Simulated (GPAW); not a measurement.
# zinc-blende (ZnSe)₁₋ₓ(BeSe)ₓ at x = 0: the Se K absorption edge

Aim: the Se K edge in zinc-blende (ZnSe)₁₋ₓ(BeSe)ₓ at x = 0, one member of a composition series.

Program: GPAW 26.7.0. Level of theory: X-ray absorption from dipole matrix elements to empty bands, plane-wave PAW PBE. Results are calculated unless marked as measured.

Most raw output is cut from this account.

### 1. The structure

It takes space group F-43m (No. 216, cubic). The conventional cell has a = 5.668 Å, b = 5.668 Å, c = 5.668 Å, α = 90.00°, β = 90.00°, γ = 90.00°. Nearest to Zn lie 4 Se at 2.45 Å. Nearest to Se lie 4 Zn at 2.45 Å. 16-atom zinc-blende cell, 0 of 8 Zn sites taken by Be at random, lattice constants typed for the ends and interpolated (Vegard). Farther neighbours and most contacts between anions are not listed.

Coordinates:

```xyz
16
Lattice="0.0000 5.6680 5.6680 5.6680 0.0000 5.6680 5.6680 5.6680 0.0000" Properties=species:S:1:pos:R:3 pbc="T T T"
Zn    0.0000    0.0000    0.0000
Se    1.4170    1.4170    1.4170
Zn    2.8340    2.8340    0.0000
Se    4.2510    4.2510    1.4170
Zn    2.8340    0.0000    2.8340
Se    4.2510    1.4170    4.2510
Zn    5.6680    2.8340    2.8340
Se    7.0850    4.2510    4.2510
Zn    0.0000    2.8340    2.8340
Se    1.4170    4.2510    4.2510
Zn    2.8340    5.6680    2.8340
Se    4.2510    7.0850    4.2510
Zn    8.5020    8.5020    5.6680
Se    4.2510    4.2510    7.0850
Zn    5.6680    5.6680    5.6680
Se    7.0850    7.0850    7.0850
```

### 2. The field without a hole

A plain self-consistent run shows whether there is a gap, which decides the set-up of the core-hole run.

The input, scf.py:

```python
import numpy as np
from ase import Atoms
from ase.parallel import parprint, paropen
from gpaw import GPAW, PW, FermiDirac, Mixer, MixerDif, setup_paths
from gpaw.test import gen
setup_paths.insert(0, '.')
gen('Se', name='nch1s', xcname='PBE', corehole=(1, 0, 0), write_xml=True)
from gpaw.mpi import world
world.barrier()

atoms = Atoms('ZnSeZnSeZnSeZnSeZnSeZnSeZnSeZnSe',
    cell=[[0, 5.668, 5.668],
     [5.668, 0, 5.668],
     [5.668, 5.668, 0]],
    scaled_positions=[[0, 0, 0],
     [0.125, 0.125, 0.125],
     [0, 0, 0.5],
     [0.125, 0.125, 0.625],
     [0, 0.5, 0],
     [0.125, 0.625, 0.125],
     [0, 0.5, 0.5],
     [0.125, 0.625, 0.625],
     [0.5, 0, 0],
     [0.625, 0.125, 0.125],
     [0.5, 0, 0.5],
     [0.625, 0.125, 0.625],
     [0.5, 0.5, 1],
     [0.625, 0.625, 0.125],
     [0.5, 0.5, 0.5],
     [0.625, 0.625, 0.625]],
    pbc=True)
atoms.calc = calc = GPAW(legacy_gpaw=True, mode=PW(400, force_complex_dtype=True), xc='PBE', setups={1: 'nch1s'},
    kpts={'size': (4, 4, 4), 'gamma': True}, occupations=FermiDirac(0.05),
    charge=0, mixer=Mixer(0.1, 5, 50), maxiter=150,
    convergence={'density': 0.0001, 'eigenstates': 1e-6}, txt='scf.txt')
energy = atoms.get_potential_energy() + calc.get_reference_energy()
ef = calc.get_fermi_level()
out = dict(energy=energy, fermi=ef, forces=atoms.get_forces().tolist())
parprint(f'all-electron energy {energy:.4f} eV, Fermi level {ef:.4f} eV')
ev = np.array([[calc.get_eigenvalues(k, s) for k in range(len(calc.get_ibz_k_points()))] for s in range(calc.get_number_of_spins())])
out['homo'], out['lumo'], out['counts'] = ev[ev < ef].max(), ev[ev > ef].min(), sorted(set((ev < ef).sum((0, 2)).tolist()))
out['filled'] = (ev[:, 0] < ef).sum(1).tolist()
import json
with paropen('out.json', 'w') as f:
    json.dump(out, f)
```

Run with:

```console
$ OMP_NUM_THREADS=1 mpirun -n 4 gpaw python scf.py
```

It took 96 s on 4 MPI ranks of Arm Neoverse V1, shared host; peak memory 0.37 GiB.

The mesh shows a gap of 1.30 eV. The excited electron is kept all the same, so that all members of the series, with or without a gap, are treated alike.

### 3. Reference energy of the cell

The photon energy needs a difference of total energies, so the cell and mesh of the coming hole run are first run without a hole.

Changes to scf.py since step 2:

```diff
@@ -26,3 +26,3 @@
      [0.625, 0.125, 0.625],
-     [0.5, 0.5, 1],
+     [0.5, 0.5, 0],
      [0.625, 0.625, 0.125],
@@ -32,3 +32,3 @@
 atoms.calc = calc = GPAW(legacy_gpaw=True, mode=PW(400, force_complex_dtype=True), xc='PBE', setups={1: 'nch1s'},
-    kpts={'size': (4, 4, 4), 'gamma': True}, occupations=FermiDirac(0.05),
+    kpts={'size': (3, 3, 3), 'gamma': True}, occupations=FermiDirac(0.02),
     charge=0, mixer=Mixer(0.1, 5, 50), maxiter=150,
```

The job ended after 36 s (4 MPI ranks; peak memory 0.28 GiB).

Reference energy: -919767.234 eV with the cores included.

### 4. Spectrum with XCH, Se atom 2

The holes are 8.0 Å apart. In GPAW the data set carries the hole's charge, so charge=0 means a charged cell and charge=-1 a neutral one. The excited electron is kept in the cell, where it fills the lowest empty states and screens the hole. After the field has converged, empty bands are computed with the density fixed and the dipole matrix elements are summed.

The absorber has 4 Zn at 2.45 Å (tetrahedral).

The input, xas.py:

```python
import numpy as np
from ase import Atoms
from ase.parallel import parprint, paropen
from gpaw import GPAW, PW, FermiDirac, Mixer, MixerDif, setup_paths
from gpaw.test import gen
setup_paths.insert(0, '.')
gen('Se', name='fch1s', xcname='PBE', corehole=(1, 0, 1), write_xml=True)
from gpaw.mpi import world
world.barrier()

atoms = Atoms('ZnSeZnSeZnSeZnSeZnSeZnSeZnSeZnSe',
    cell=[[0, 5.668, 5.668],
     [5.668, 0, 5.668],
     [5.668, 5.668, 0]],
    scaled_positions=[[0, 0, 0],
     [0.125, 0.125, 0.125],
     [0, 0, 0.5],
     [0.125, 0.125, 0.625],
     [0, 0.5, 0],
     [0.125, 0.625, 0.125],
     [0, 0.5, 0.5],
     [0.125, 0.625, 0.625],
     [0.5, 0, 0],
     [0.625, 0.125, 0.125],
     [0.5, 0, 0.5],
     [0.625, 0.125, 0.625],
     [0.5, 0.5, 0],
     [0.625, 0.625, 0.125],
     [0.5, 0.5, 0.5],
     [0.625, 0.625, 0.625]],
    pbc=True)
atoms.calc = calc = GPAW(legacy_gpaw=True, mode=PW(400, force_complex_dtype=True), xc='PBE', setups={1: 'fch1s'},
    kpts={'size': (3, 3, 3), 'gamma': True}, occupations=FermiDirac(0.04),
    charge=-1, mixer=Mixer(0.1, 5, 50), maxiter=150,
    convergence={'density': 0.0001, 'eigenstates': 1e-6}, txt='scf.txt')
energy = atoms.get_potential_energy() + calc.get_reference_energy()
ef = calc.get_fermi_level()
out = dict(energy=energy, fermi=ef, forces=atoms.get_forces().tolist())
parprint(f'all-electron energy {energy:.4f} eV, Fermi level {ef:.4f} eV')
ev = np.array([[calc.get_eigenvalues(k, s) for k in range(len(calc.get_ibz_k_points()))] for s in range(calc.get_number_of_spins())])
out['homo'], out['lumo'], out['counts'] = ev[ev < ef].max(), ev[ev > ef].min(), sorted(set((ev < ef).sum((0, 2)).tolist()))
out['filled'] = (ev[:, 0] < ef).sum(1).tolist()

from ase.units import Ha
from gpaw.xas import dipole_matrix_elements
nb = int(calc.get_number_of_electrons() / 2) + 186
top, nb = nb, nb + 8 + nb // 12
nscf = calc.fixed_density(kpts={'size': (4, 4, 4), 'gamma': True}, nbands=nb,
    convergence={'bands': top, 'eigenstates': 5e-3}, maxiter=60, txt='nscf.txt')
cell = atoms.cell.array
ops = [cell.T @ U.T @ np.linalg.inv(cell.T) for U in nscf.wfs.kd.symmetry.op_scc]
filled = [72]  # bands filled in the ground state, by spin
E = np.arange(-6, 30, 0.1)
fwhm = np.interp(E, [4, 25], [2.33, 3.5])
Y, X, zero, highest = 0, 0, 1e9, 1e9
for spin in range(nscf.get_number_of_spins()):
    wfs = nscf.wfs
    mine = wfs.bd.get_slice()  # this rank's bands
    A = dipole_matrix_elements(wfs.setups[1])
    eps = np.zeros((wfs.kd.nibzkpts, nb))
    d = np.zeros((3, A.shape[1], wfs.kd.nibzkpts, nb), complex)
    for kpt in wfs.kpt_u:
        if kpt.s == spin and 1 in kpt.P_ani:
            eps[kpt.k, mine] = kpt.eps_n * Ha
            d[:, :, kpt.k, mine] = (kpt.weight * wfs.nspins / 2) ** 0.5 * np.inner(A, kpt.P_ani[1])
    world.sum(eps)
    world.sum(d)
    T = np.einsum('amkn,bmkn->abkn', d, d.conj()).real
    T = sum(np.einsum('ai,ijkn,bj->abkn', R, T, R) for R in ops) / len(ops)
    empty = np.ones_like(eps, bool) & (np.arange(nb) >= filled[spin])
    zero, highest = min(zero, eps[empty].min()), min(highest, eps[:, top - 1].min())
    lines = [(eps, T, empty)] if spin == 0 else lines + [(eps, T, empty)]
for eps, T, empty in lines:
    f = np.einsum('aakn->akn', T).reshape(3, -1)
    x = eps.ravel() - zero
    w = np.interp(x, E, fwhm) / 2.35482
    g = np.exp(-0.5 * ((E[:, None] - x) / w) ** 2) / (w * (2 * np.pi) ** 0.5)
    Y = Y + (f * empty.ravel()) @ g.T
    X = X + (f * ~empty.ravel()) @ g.T
out.update(E=E.round(2).tolist(), xas=Y.tolist(), xes=X.tolist(), zero=zero, valid=highest - zero, nk=len(eps), nb=nb)
for i in range(0, len(E), 10):
    parprint(f'{E[i]:7.2f}', *(f'{v:10.3e}' for v in Y[:, i]))
import json
with paropen('out.json', 'w') as f:
    json.dump(out, f)
```

Run with:

```console
$ OMP_NUM_THREADS=1 mpirun -n 4 gpaw python xas.py
```

The job ended after 3.7 min (4 MPI ranks; peak memory 0.56 GiB).

The Se K spectrum, Se atom 2, excited-electron core hole (neutral cell) (energy from the bottom of the conduction band, which holds the excited electron; intensity scaled to a mean of 1 over the first 20 eV):

```
E (eV)  intensity
  -2.0       0.00
  -1.5       0.00
  -1.0       0.02
  -0.5       0.05
   0.0       0.13
   0.5       0.28
   1.0       0.52
   1.5       0.80
   2.0       1.08
   2.5       1.27
   3.0       1.37
   3.5       1.40
   4.0       1.41
   4.5       1.40
   5.0       1.40
   5.5       1.41
   6.0       1.44
   6.5       1.48
   7.0       1.48
   7.5       1.41
   8.0       1.31
   8.5       1.19
   9.0       1.06
   9.5       0.93
  10.0       0.79
  10.5       0.67
  11.0       0.59
  11.5       0.58
  12.0       0.62
  12.5       0.69
  13.0       0.78
  13.5       0.86
  14.0       0.92
  14.5       0.96
  15.0       0.97
  15.5       0.97
  16.0       0.95
  16.5       0.94
  17.0       0.94
  17.5       0.93
  18.0       0.92
  18.5       0.90
  19.0       0.86
  19.5       0.83
  20.0       0.81
  20.5       0.82
  21.0       0.85
  21.5       0.89
  22.0       0.92
  22.5       0.94
  23.0       0.93
  23.5       0.92
  24.0       0.91
  24.5       0.92
  25.0       0.95
  25.5       0.99
  26.0       1.03
  26.5       1.06
  27.0       1.05
  27.5       1.00
  28.0       0.93
  28.5       0.86
```

Main maxima below 28 eV (height): 6.8 eV (1.48), 15.0 eV (0.97), 22.6 eV (0.94) and 26.6 eV (1.06). A K edge sees empty p states on the absorber.

The energy difference (zero at 12695 eV) isn't read as a photon energy: for so heavy an absorber the terms left out (the hole's spin, the functional's error) amount to tens of eV or more.

### 5. Reference energy of the cell

The absorbing element, whose data set is made anew, changes for the next run, so it gets a reference energy of its own.

Changes to scf.py since step 3:

```diff
@@ -6,3 +6,3 @@
 setup_paths.insert(0, '.')
-gen('Se', name='nch1s', xcname='PBE', corehole=(1, 0, 0), write_xml=True)
+gen('Zn', name='nch1s', xcname='PBE', corehole=(1, 0, 0), write_xml=True)
 from gpaw.mpi import world
@@ -31,3 +31,3 @@
     pbc=True)
-atoms.calc = calc = GPAW(legacy_gpaw=True, mode=PW(400, force_complex_dtype=True), xc='PBE', setups={1: 'nch1s'},
+atoms.calc = calc = GPAW(legacy_gpaw=True, mode=PW(400, force_complex_dtype=True), xc='PBE', setups={0: 'nch1s'},
     kpts={'size': (3, 3, 3), 'gamma': True}, occupations=FermiDirac(0.02),
```

Run with:

```console
$ OMP_NUM_THREADS=1 mpirun -n 4 gpaw python scf.py
```

The job ended after 27 s (4 MPI ranks; peak memory 0.34 GiB; 1.8 min of CPU time).

Reference energy: -919767.234 eV with the cores included.

### 6. Spectrum with XCH, Zn atom 1

The holes are 8.0 Å apart. The excited electron is kept in the cell, where it fills the lowest empty states and screens the hole. After the field has converged, empty bands are computed with the density fixed and the dipole matrix elements are summed.

The absorber has 4 Se at 2.45 Å (tetrahedral).

Changes to xas.py since step 4:

```diff
@@ -6,3 +6,3 @@
 setup_paths.insert(0, '.')
-gen('Se', name='fch1s', xcname='PBE', corehole=(1, 0, 1), write_xml=True)
+gen('Zn', name='fch1s', xcname='PBE', corehole=(1, 0, 1), write_xml=True)
 from gpaw.mpi import world
@@ -31,3 +31,3 @@
     pbc=True)
-atoms.calc = calc = GPAW(legacy_gpaw=True, mode=PW(400, force_complex_dtype=True), xc='PBE', setups={1: 'fch1s'},
+atoms.calc = calc = GPAW(legacy_gpaw=True, mode=PW(400, force_complex_dtype=True), xc='PBE', setups={0: 'fch1s'},
     kpts={'size': (3, 3, 3), 'gamma': True}, occupations=FermiDirac(0.04),
@@ -53,3 +53,3 @@
 E = np.arange(-6, 30, 0.1)
-fwhm = np.interp(E, [4, 25], [2.33, 3.5])
+fwhm = np.interp(E, [4, 25], [1.67, 3.5])
 Y, X, zero, highest = 0, 0, 1e9, 1e9
@@ -58,3 +58,3 @@
     mine = wfs.bd.get_slice()  # this rank's bands
-    A = dipole_matrix_elements(wfs.setups[1])
+    A = dipole_matrix_elements(wfs.setups[0])
     eps = np.zeros((wfs.kd.nibzkpts, nb))
@@ -62,5 +62,5 @@
     for kpt in wfs.kpt_u:
-        if kpt.s == spin and 1 in kpt.P_ani:
+        if kpt.s == spin and 0 in kpt.P_ani:
             eps[kpt.k, mine] = kpt.eps_n * Ha
-            d[:, :, kpt.k, mine] = (kpt.weight * wfs.nspins / 2) ** 0.5 * np.inner(A, kpt.P_ani[1])
+            d[:, :, kpt.k, mine] = (kpt.weight * wfs.nspins / 2) ** 0.5 * np.inner(A, kpt.P_ani[0])
     world.sum(eps)
```

Run with:

```console
$ OMP_NUM_THREADS=1 mpirun -n 4 gpaw python xas.py
```

It took 2.1 min on 4 MPI ranks; peak memory 0.54 GiB.

The Zn K spectrum, Zn atom 1, excited-electron core hole (neutral cell) (energy from the bottom of the conduction band, which holds the excited electron; intensity scaled to a mean of 1 over the first 20 eV):

```
E (eV)  intensity
  -2.0       0.00
  -1.4       0.00
  -0.8       0.00
  -0.2       0.01
   0.4       0.05
   1.0       0.17
   1.6       0.40
   2.2       0.73
   2.8       1.04
   3.4       1.25
   4.0       1.58
   4.6       1.98
   5.2       2.05
   5.8       1.68
   6.4       1.22
   7.0       0.97
   7.6       0.93
   8.2       0.99
   8.8       1.01
   9.4       0.95
  10.0       0.88
  10.6       0.89
  11.2       1.00
  11.8       1.15
  12.4       1.25
  13.0       1.23
  13.6       1.15
  14.2       1.04
  14.8       0.94
  15.4       0.84
  16.0       0.78
  16.6       0.76
  17.2       0.79
  17.8       0.84
  18.4       0.86
  19.0       0.83
  19.6       0.77
  20.2       0.73
  20.8       0.74
  21.4       0.77
  22.0       0.81
  22.6       0.84
  23.2       0.84
  23.8       0.84
  24.4       0.84
  25.0       0.85
  25.6       0.87
  26.2       0.89
  26.8       0.90
  27.4       0.91
  28.0       0.90
  28.6       0.90
```

Main maxima below 28 eV (height): 5.0 eV (2.08), 8.6 eV (1.01), 12.6 eV (1.25) and 18.4 eV (0.86). 

The total-energy difference is 9692.52 eV. One term is added: -30.96 eV, since the hole is spin-paired here and a spin-polarised one costs that much less in the free atom (computed apart). The photon energy is then 9661.56 eV. The tabulated edge of the element is 9659 eV. The functional leaves an error of a few eV in such absolute values.

### 7. What came out

```
absorber and edge             : Se K, atom 2 of the ground-state input (counted from 1)
surroundings                  : 4 Zn at 2.45 Å (tetrahedral)
highest intensity below 24 eV : 6.8 eV above the zero, height 1.48
```

In words: The Se K edge of atom 2, with 4 Zn at 2.45 Å (tetrahedral), has its highest intensity of the first 24 eV at 6.8 eV above the zero, 1.5 times the mean level of the first 20 eV (Gaussian full width 2.33 eV up to 4 eV, rising linearly to 3.5 eV at 25 eV). The script folds with a Gaussian, whereas the core hole's own line is a Lorentzian, so the onset is too steep and the first peak too high.

[Logs are printed without paths, hosts, clocks, repeated set-up lines and the standing remarks that a program may print on its own settings, such as how far it seeks lower states.]

[Hosts, paths, dates, database ids (printed as entryN), source tags and the programs' standing remarks are cut or masked in the printed files.]

[Lists of maxima count a maximum above −3 eV only where it reaches 4 % of the highest in the window and stands out from its surroundings by 2 % of it (1.5 % where it reaches 55 %); shoulders and weaker maxima are passed over, and of the rest the first, up to two pre-edge ones and the few strongest are named.]
